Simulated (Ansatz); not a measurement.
# Co (P6_3/mmc) in Ansatz: further runs

Aim: see how the results for Co move with the level of theory and the settings. Levels: RPBE, revPBE. Tasks: band structure.

Everything below comes from runs of Ansatz 0.2.0. Logs are shortened: lines on timing, memory, paths and dates and some standing lists are left out, and cuts for length are marked.

## Step 1: The structure

It takes space group P6_3/mmc (No. 194, hexagonal). The conventional cell has a = 2.471 Å, b = 2.471 Å, c = 8.088 Å, α = 90.00°, β = 90.00°, γ = 120.00°. Co (site symmetry -6m2) is surrounded by 12 Co at 2.47 Å. Co (site symmetry -3m) has 12 Co at 2.47 Å as nearest neighbours.

## Step 2: Band structure, RPBE, collinear spin, ferromagnetic start

input.yaml

```yaml
crystal:
  lattice:
    - [2.4705617809, 0.0, 0.0]
    - [-1.2352808905, 2.1395692639, 0.0]
    - [0.0, 0.0, 8.0882338]
  atoms:
    - { symbol: Co, position: [0.6666666667, 0.3333333333, 0.75], spin: 2.0 }
    - { symbol: Co, position: [0.0, 0.0, 0.5], spin: 2.0 }
    - { symbol: Co, position: [0.3333333333, 0.6666666667, 0.25], spin: 2.0 }
    - { symbol: Co, position: [0.0, 0.0, 0.0], spin: 2.0 }
hamiltonian:
  xc: rpbe
  pseudopotentials: { kind: paw }
magnetization:
  spin_polarized: true
kpoints:
  mp_grid: { grid: [12, 12, 4] }
  band_path:
    path:
      - [[0.0, 0.0, 0.0], [0.5, 0.0, 0.0], [0.3333333333, 0.3333333333, 0.0], [0.0, 0.0, 0.0], [0.0, 0.0, 0.5], [0.5, 0.0, 0.5], [0.3333333333, 0.3333333333, 0.5], [0.0, 0.0, 0.5]]
      - [[0.5, 0.0, 0.5], [0.5, 0.0, 0.0]]
      - [[0.3333333333, 0.3333333333, 0.0], [0.3333333333, 0.3333333333, 0.5]]
    npoints: 14
scf:
  occupations: { method: fermi_dirac, width: 0.05 }
  n_extra_bands: 10
output:
  forces: true
  stress: true
  eigenvalues: true
  fatbands: true
```

Potentials or basis: Ansatz PAW.

The run is started by

```sh
$ ansatz run input.yaml --threads 2 --pin off --max-ram 5632MiB --backend cpu --events-out ev --progress --plain --runs-dir out
```

What it wrote:

```text
Warning: the band count 44 (scf.n_extra_bands) hosts the net moment |M| = 8.0000 μB (N_el = 68) but caps the reachable moment at 2·n_bands − N_el = 20.0000 μB, below the 46 bands that the automatic rule leaves for it — a moment growing past the seed, or the majority channel's smearing tail, pins there with fewer empty majority states than that count leaves; raise or omit scf.n_extra_bands unless the cap is intended
Warning: RAYON_NUM_THREADS=2 ignored (pool sized by the plan → 2); use --threads N
scf.n_extra_bands = 10 over 34 filled bands (N_el = 68.0): the run solves 44 bands
Engine: ansatz 0.2.0, aarch64-unknown-linux-gnu
Pseudopotentials: kind: paw
Pseudopotential: Co, paw, valence charge 17, recommended cutoff 420 eV (normal), Co.paw.azcp
Functional definition: RPBE
  parameter kappa = 0.804
  parameter beta = 0.06672455060314922
  exchange = rpbe_x(kappa = kappa, mu = beta*pi^2/3)
  correlation = pbe_c(beta = beta)
Crystal: 4 atoms, lattice volume = 42.754 Å³
Basis set: ecut = 420 eV, 813 PW (Γ), exchange–correlation on 36×36×120 points (8 copies of the dense FFT grid, shifted against one another)
Bands: 44, of which v1, the nominal top of the filled ones, is band 34 counted from 1 (33 counted from 0)
Symmetry: 24 space group operations
Space group: P63/mmc (ITA 194), of the structure as read, at distance tolerance 3.5e-5 Å
Magnetic group: BNS 194.263 (UNI 1493), of the structure as read, at distance tolerance 3.5e-5 Å
k-points: 57 of 576
Non-local potential: Co, projectors of the file, l = 0: 3, l = 1: 2, l = 2: 3, l = 3: 1
PAW form: soft (Blöchl's): semilocal exchange-correlation on the pseudo side does not see the compensation charge
PAW frozen core: Co, regenerated for the run's functional, and the local potential with it (the file was generated under x = pbe(κ = 0.804, μ = 0.2195149727645171), c = pbe(β = 0.06672455060314922))
PAW one-centre angular grid: Co, 590 points (default); XC on 64 Gauss nodes
Initial density: superposition of atomic densities (chi_scale 0.1, normalization cell)
Starting moments: Σ|m| = 8 μB on 4 of 4 sites
Initial wavefunctions: pseudopotential atomic-orbital guess
Functional: x = rpbe, c = pbe(β = 0.06672455060314922)
SCF iter   1: F=—  HF=-20522.507573 eV  |F-HF|=—  |Δ(HF+E_count)|=         —  Δρ=7.98e-2 (↑4.82e-2 ↓7.98e-2)  dr2=3.97e0  dr2_m=1.57e-1  M=7.081 μB ∫|m|=7.353 μB  β_m=0.30  ethr=3.10e-3  ⟨swp⟩=5.5  Hψ=15821  notcnv=0  defer=7
Mixer restart at iter 1: flushing history
preconditioner: auto → Kerker (q_TF=auto, 2.948 Å⁻¹)  [metal: Δε(μ)=0.019 eV  Ē_g=7.809 eV  σ=0.050 eV  W_gap=0.09  n_scr=12 (ndim 8)  ℏωp=34.1 eV  f_vac=0.000  D(μ)=2.73/eV (n_scr^D=38)]
spin=Collinear: Kerker preconditioning applied to the charge; magnetization (m = ρ↑ − ρ↓) channel mixes plain (no charge-response kernel on spin).
SCF iter   2: F=—  HF=-20521.393509 eV  |F-HF|=—  |Δ(HF+E_count)|=    1.11e0  Δρ=3.20e-2 (↑1.20e-2 ↓3.20e-2)  dr2=3.13e-1  dr2_m=1.34e-1  M=7.069 μB ∫|m|=7.433 μB  β_m=0.36  ethr=3.10e-3  ⟨swp⟩=2.4  Hψ=8289  notcnv=0  defer=247
SCF iter   3: F=—  HF=-20522.598801 eV  |F-HF|=—  |Δ(HF+E_count)|=    1.21e0  Δρ=1.65e-2 (↑1.65e-2 ↓9.49e-3)  dr2=2.81e-2  dr2_m=4.81e-2  M=6.969 μB ∫|m|=7.432 μB  β_m=0.57  ethr=4.61e-4  ⟨swp⟩=2.1  Hψ=6472  notcnv=0  defer=248
SCF iter   4: F=—  HF=-20523.775780 eV  |F-HF|=—  |Δ(HF+E_count)|=    1.18e0  Δρ=1.33e-2 (↑1.33e-2 ↓1.11e-2)  dr2=1.26e-1  dr2_m=5.11e-3  M=6.805 μB ∫|m|=7.370 μB  β_m=0.57  ethr=4.13e-5  ⟨swp⟩=2.2  Hψ=10000  notcnv=0  defer=250
SCF iter   5: F=—  HF=-20524.042754 eV  |F-HF|=—  |Δ(HF+E_count)|=   2.67e-1  Δρ=4.84e-3 (↑4.84e-3 ↓3.78e-3)  dr2=1.89e-2  dr2_m=1.11e-3  M=6.716 μB ∫|m|=7.329 μB  β_m=0.74  ethr=4.13e-5  ⟨swp⟩=2.0  Hψ=9853  notcnv=0  defer=246
SCF iter   6: F=—  HF=-20524.089933 eV  |F-HF|=—  |Δ(HF+E_count)|=   4.72e-2  Δρ=1.48e-3 (↑1.48e-3 ↓1.43e-3)  dr2=2.22e-3  dr2_m=4.20e-5  M=6.669 μB ∫|m|=7.316 μB  β_m=0.70  ethr=2.78e-5  ⟨swp⟩=2.2  Hψ=8668  notcnv=0  defer=224
SCF iter   7: F=—  HF=-20524.090861 eV  |F-HF|=—  |Δ(HF+E_count)|=   9.28e-4  Δρ=8.47e-4 (↑6.34e-4 ↓8.47e-4)  dr2=5.73e-4  dr2_m=1.20e-5  M=6.661 μB ∫|m|=7.316 μB  β_m=0.64  ethr=3.27e-6  ⟨swp⟩=2.1  Hψ=9199  notcnv=0  defer=221
SCF iter   8: F=—  HF=-20524.090813 eV  |F-HF|=—  |Δ(HF+E_count)|=   4.82e-5  Δρ=1.77e-4 (↑1.77e-4 ↓1.46e-4)  dr2=1.80e-5  dr2_m=2.80e-6  M=6.660 μB ∫|m|=7.318 μB  β_m=0.82  ethr=8.43e-7  ⟨swp⟩=2.1  Hψ=6941  notcnv=0  defer=221
SCF iter   9: F=—  HF=-20524.090816 eV  |F-HF|=—  |Δ(HF+E_count)|=   3.22e-6  Δρ=6.75e-5 (↑4.75e-5 ↓6.75e-5)  dr2=4.59e-6  dr2_m=1.39e-7  M=6.661 μB ∫|m|=7.318 μB  β_m=0.85  ethr=2.64e-8  ⟨swp⟩=2.3  Hψ=8136  notcnv=0  defer=221
SCF iter  10: F=—  HF=-20524.090815 eV  |F-HF|=—  |Δ(HF+E_count)|=   4.13e-7  Δρ=8.03e-5 (↑1.49e-5 ↓8.03e-5)  dr2=2.51e-6  dr2_m=5.10e-7  M=6.661 μB ∫|m|=7.318 μB  β_m=0.93  ethr=6.76e-9  ⟨swp⟩=2.1  Hψ=6559  notcnv=0  defer=221
SCF iter  11: F=—  HF=-20524.090816 eV  |F-HF|=—  |Δ(HF+E_count)|=   3.93e-7  Δρ=6.80e-5 (↑3.02e-5 ↓6.80e-5)  dr2=2.77e-6  dr2_m=2.22e-7  M=6.661 μB ∫|m|=7.318 μB  β_m=0.96  ethr=3.69e-9  ⟨swp⟩=1.0  Hψ=5032  notcnv=0  defer=221
SCF iter  12: F=—  HF=-20524.090816 eV  |F-HF|=—  |Δ(HF+E_count)|=   5.51e-8  Δρ=1.54e-5 (↑7.65e-6 ↓1.54e-5)  dr2=1.75e-7  dr2_m=7.53e-9  M=6.661 μB ∫|m|=7.318 μB  β_m=0.93  ethr=3.69e-9  ⟨swp⟩=2.1  Hψ=6234  notcnv=0  defer=221
SCF iter  13: F=—  HF=-20524.090816 eV  |F-HF|=—  |Δ(HF+E_count)|=   1.05e-8  Δρ=6.86e-6 (↑4.86e-6 ↓6.86e-6)  dr2=3.27e-8  dr2_m=1.07e-9  M=6.661 μB ∫|m|=7.318 μB  β_m=0.93  ethr=2.58e-10  ⟨swp⟩=2.0  Hψ=6835  notcnv=0  defer=221
SCF iter  14: F=-20524.090816 eV  HF=-20524.090816 eV  |F-HF|=6.82e-9  |Δ(HF+E_count)|=  8.00e-10  Δρ=3.36e-6 (↑2.18e-6 ↓3.36e-6)  dr2=8.22e-9  dr2_m=1.88e-10  M=6.661 μB ∫|m|=7.318 μB  ethr=4.81e-11  ⟨swp⟩=5.8  Hψ=16794  notcnv=0
SCF 1 converged in 14 iterations: F = -20524.090816 eV  dr2 = 8.22e-9
NSCF: frozen V_eff on 129 k-points
SCF converged after 14 iterations
Magnetization: 6.6607 μB (37.3303 up, 30.6697 down)
Absolute magnetization: 7.3206 μB (∫|ρ↑−ρ↓|, with the PAW one-centre terms)
Spin contamination: 0.1166 ħ² per cell (⟨S²⟩ above its minimum at these occupations)
Per-site moments (μB) at R_I (Å): [(1.7510112341371236, 1.0191067346264122), (1.7299700579741686, 1.0191067346264122), (1.751011234137124, 1.0191067346264122), (1.7299700579741677, 1.0191067346264122)]
Free energy (F): -20524.090816 eV
Harris-Foulkes:  -20524.090816 eV  (|F-HF|=6.82e-9)
Internal energy: -20524.058987 eV  (E = F + TS)
E sigma→0 (E₀):  -20524.074902 eV
Entropy (-TS):   -0.031828 eV (-7.957 meV/atom)
Fermi energy:    19.249342 eV
--- Per-component energies (eV) ---
  E_band       = -948.884278
  E_kinetic    = 1815.796407
  E_local      = -11240.914130  (includes V_loc(G=0)·N_el)
  E_nonlocal   = 1813.459585
  E_hartree    = 4718.563656
  E_xc         = -637.583129
  E_vxc        = -821.574611  (∫ρ·V_xc dr)
  E_paw        = -6080.335298  (= ΣΔE_a)
  E_vpaw       = -1952.767591  (= ΣTr[D̂ρ^β])
  E_aug_tail   = 0.000403  (compensation charges beyond the density's cutoff)
  E_ewald      = -10912.861201
  E_core_change = -0.185279  (= ΣΔE_core)
  E_smearing   = -0.031828  (= −TS)
  E_closure    = -0.000000  (closes the sum)
  Σ components = -20524.090816   (vs F -20524.090816, Δ=0.00e0)
--- Forces (eV/Å), atoms counted from 1 ---
  atom   1  Co     0.00000000     0.00000000     0.00000000
  atom   2  Co     0.00000000    -0.00000000     0.00000000
  atom   3  Co    -0.00000000    -0.00000000     0.00000000
  atom   4  Co     0.00000000     0.00000000    -0.00000000
  max |Σ_I F_I| component: 4.63e-18 eV/Å
--- Stress (GPa, compression-positive) ---
       12.000698       0.000000       0.000000
        0.000000      12.000698       0.000000
        0.000000       0.000000       8.103031
  P = ⅓ Tr σ = 10.7015 GPa (107.015 kbar)
--- Band table (eV; the first three rows and the last of 114) ---
  k-point 0 ↑: bands = ["-77.1147", "-77.0996", "-77.0603", "-77.0450", "-40.4523", "-40.3244", "-40.2367", "-40.1355", "-40.1355", "-40.1175", "-40.1175", "-40.1063", "-40.1052", "-40.1052", "-40.0871", "-40.0871", "10.0645", "12.2834", "12.3118", "13.8922", "16.1033", "16.1368", "16.3719", "16.3719", "16.4135", "16.4135", "16.4329", "16.6660", "16.6660", "16.7387", "16.7387", "17.3424", "17.3424", "17.6718", "17.6718", "17.9951", "17.9951", "18.3895", "18.3895", "18.8404", "25.4220", "33.9064", "33.9092", "40.9697"]
  k-point 1 ↑: bands = ["-77.1129", "-77.1025", "-77.0573", "-77.0467", "-40.4402", "-40.3580", "-40.2027", "-40.1338", "-40.1338", "-40.1222", "-40.1222", "-40.1187", "-40.1005", "-40.1005", "-40.0889", "-40.0889", "10.2214", "11.4047", "13.1474", "13.8543", "16.1545", "16.3807", "16.3907", "16.3989", "16.3989", "16.4409", "16.4409", "16.6240", "16.6240", "16.6900", "16.6900", "17.3996", "17.3996", "17.6241", "17.6241", "18.0695", "18.0695", "18.2514", "18.3419", "18.3419", "26.3203", "31.0198", "36.9292", "41.0599"]
  k-point 2 ↑: bands = ["-77.1081", "-77.1081", "-77.0515", "-77.0515", "-40.4061", "-40.4061", "-40.1537", "-40.1537", "-40.1290", "-40.1290", "-40.1290", "-40.1290", "-40.0937", "-40.0937", "-40.0937", "-40.0937", "10.6812", "10.6812", "13.6677", "13.6677", "16.2808", "16.2808", "16.4567", "16.4567", "16.4567", "16.4567", "16.6034", "16.6034", "16.6034", "16.6034", "17.1609", "17.1609", "17.5173", "17.5173", "17.5173", "17.5173", "18.2170", "18.2170", "18.2170", "18.2170", "28.4034", "28.4034", "39.8949", "39.8949"]
  k-point 56 ↓: bands = ["-74.9058", "-74.9058", "-74.8950", "-74.8950", "-38.2741", "-38.2741", "-38.2501", "-38.2501", "-38.2087", "-38.2087", "-38.1963", "-38.1963", "-38.0994", "-38.0994", "-38.0823", "-38.0823", "16.3138", "16.3138", "16.4004", "16.4004", "16.4145", "16.4145", "16.4985", "16.4985", "17.5091", "17.5091", "17.6127", "17.6127", "18.9813", "18.9813", "19.5321", "19.5321", "20.2393", "20.2393", "20.3333", "20.3333", "24.9299", "24.9299", "25.4761", "25.4761", "26.1005", "26.1005", "28.8949", "28.8949"]
```

It took 20 s on 2 threads of Arm Neoverse V1, shared host; peak memory 0.5 GiB.

Results:

| Quantity | Value |
| --- | --- |
| Free energy | -20524.0908 eV |
| Pressure | 10.7 GPa |
| Band gap on the k mesh | none (metal or under the smearing width) |
| Net moment | 6.66 μB per cell |
| Absolute moment | 7.32 μB per cell |
| Site moments | Co +1.75, +1.73 μB |

Levels at the corners of the path, in eV from the Fermi level:
Spin up:
```csv
point,band 33,band 34,band 35,band 36,band 37,band 38,band 39,band 40
Γ,-1.91,-1.58,-1.58,-1.25,-1.25,-0.86,-0.86,-0.41
M,-0.69,-0.61,-0.60,-0.58,0.17,1.28,2.42,3.04
K,-1.05,-0.95,-0.95,-0.89,4.82,4.82,5.34,5.71
Γ,-1.91,-1.58,-1.58,-1.25,-1.25,-0.86,-0.86,-0.41
A,-1.73,-1.73,-1.73,-1.73,-1.03,-1.03,-1.03,-1.03
L,-0.75,-0.75,-0.62,-0.62,1.17,1.17,2.73,2.73
H,-0.97,-0.97,-0.83,-0.83,4.88,4.88,5.49,5.49
A,-1.73,-1.73,-1.73,-1.73,-1.03,-1.03,-1.03,-1.03
L,-0.75,-0.75,-0.62,-0.62,1.17,1.17,2.73,2.73
M,-0.69,-0.61,-0.60,-0.58,0.17,1.28,2.42,3.04
K,-1.05,-0.95,-0.95,-0.89,4.82,4.82,5.34,5.71
H,-0.97,-0.97,-0.83,-0.83,4.88,4.88,5.49,5.49
```
Spin down:
| point | band 28 | band 29 | band 30 | band 31 | band 32 | band 33 |
| --- | --- | --- | --- | --- | --- | --- |
| Γ | -0.84 | -0.84 | -0.80 | -0.80 | -0.51 | 0.10 |
| M | -0.08 | -0.03 | 0.39 | 1.25 | 1.27 | 1.29 |
| K | -1.45 | -0.28 | -0.28 | 0.49 | 0.49 | 0.88 |
| Γ | -0.84 | -0.84 | -0.80 | -0.80 | -0.51 | 0.10 |
| A | -1.04 | -0.94 | -0.94 | -0.94 | -0.94 | 0.28 |
| L | -0.84 | -0.27 | -0.27 | 0.87 | 0.87 | 1.27 |
| H | -1.64 | -0.27 | -0.27 | 0.28 | 0.28 | 0.99 |
| A | -1.04 | -0.94 | -0.94 | -0.94 | -0.94 | 0.28 |
| L | -0.84 | -0.27 | -0.27 | 0.87 | 0.87 | 1.27 |
| M | -0.08 | -0.03 | 0.39 | 1.25 | 1.27 | 1.29 |
| K | -1.45 | -0.28 | -0.28 | 0.49 | 0.49 | 0.88 |
| H | -1.64 | -0.27 | -0.27 | 0.28 | 0.28 | 0.99 |

Caveat: the PAW data sets come from PBE, with cores solved anew for the run's functional, which leaves a small shift of forces and pressure.

[end of part 1 of 2]
